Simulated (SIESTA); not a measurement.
Crystal: Au.

```xyz
1
Lattice="0.0000 2.0350 2.0350 2.0350 0.0000 2.0350 2.0350 2.0350 0.0000" Properties=species:S:1:pos:R:3 pbc="T T T"
Au    0.0000    0.0000    0.0000
```

Base run:

```yaml
Program: SIESTA 5.4.2
Functional: vdW-DF-cx
Potentials_or_basis: PseudoDojo 0.4 standard (PBE files)
Basis: DZP (energy shift 0.003 Ry; two zetas on semicore shells)
Grid_cutoff: 800 Ry
Energy_shift: 0.003 Ry
k_mesh: 11 × 11 × 11
Occupations: fermi-dirac, width 0.05 eV
Spin: no spin polarisation
```

Its results: band gap on the k mesh none (metal or under the smearing width); pressure 5.7 GPa.

Problem. The run is repeated on the same cell with these changes: functional from vdW-DF-cx to PBE; basis from DZP (energy shift 0.003 Ry; two zetas on semicore shells) to TZP (energy shift 0.003 Ry; two zetas on semicore shells). What comes out?

Solution. Band gap on the k mesh none (metal or under the smearing width); pressure 11.1 GPa.

Several settings changed at once, so the effect can't be laid on one alone.

Caveats: short orbitals over semicore shells can move pressures by several GPa; spin-orbit coupling is left out, which moves the levels of the heavy elements; the basis of atomic orbitals isn't converged, which shifts pressures, moduli and gaps; the potentials were made for another functional, which shifts forces and pressure (some runs).
